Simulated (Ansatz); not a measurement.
## BaTiO3: enthalpy against pressure

BaTiO3, Pm-3m, a = 3.994 Å. The structure is a Materials Project entry; whether it is the stable form wasn't checked. Ansatz: r2SCAN, PAW, 500 eV, Γ-centred 8×8×8 mesh on 5 atoms, Gaussian smearing 0.02 eV; no spin polarisation. Cell and atoms are relaxed at each pressure, and no other structure is tried, so the rows at high pressure may lie past a change of phase. y is the enthalpy over the state at zero pressure; there V0 = 12.743 Å³/atom. The pressures are the targets, met within 0.08 GPa.

```
P (GPa) y (eV/atom)
   -1.0      -0.0798
    0.0       0.0000
    1.0       0.0793
    4.0       0.3148
   12.0       0.9260
   25.0            ?
   50.0       3.5915
   90.0       6.1181
```

Task: Fit y = c1 P + c2 P² + c3 P³ to the other rows, say what c1 and c2 mean, and predict the missing value.

Result: Least squares on the rows shown. y = 0.079238 P − 0.00017702 P² + 5.7687×10⁻⁷ P³. Since dH/dP = V, c1 is V0: 0.079238 eV/GPa × 160.2 = 12.694 Å³ against 12.743; c2 = −V0/(2B0) gives B0 = 224 GPa, where a Birch–Murnaghan fit to the volumes of the same runs (not shown) gives 181 GPa: a cubic over this range folds the higher terms into c2. At P = 25.0 the fit asked for gives 1.8793 eV/atom. The run gave 1.8765 eV/atom, so the fit is 0.0028 eV/atom too high, 0.045 % of the span of the series, against an rms of 0.0004 eV/atom on the fitted rows. With a term in P⁴ added, a fit to the same known rows predicts 1.8755 eV/atom, so most of the miss is curvature that the known rows already hold.

Symmetry holds off the tilts and polar distortions that many cubic perovskites undergo.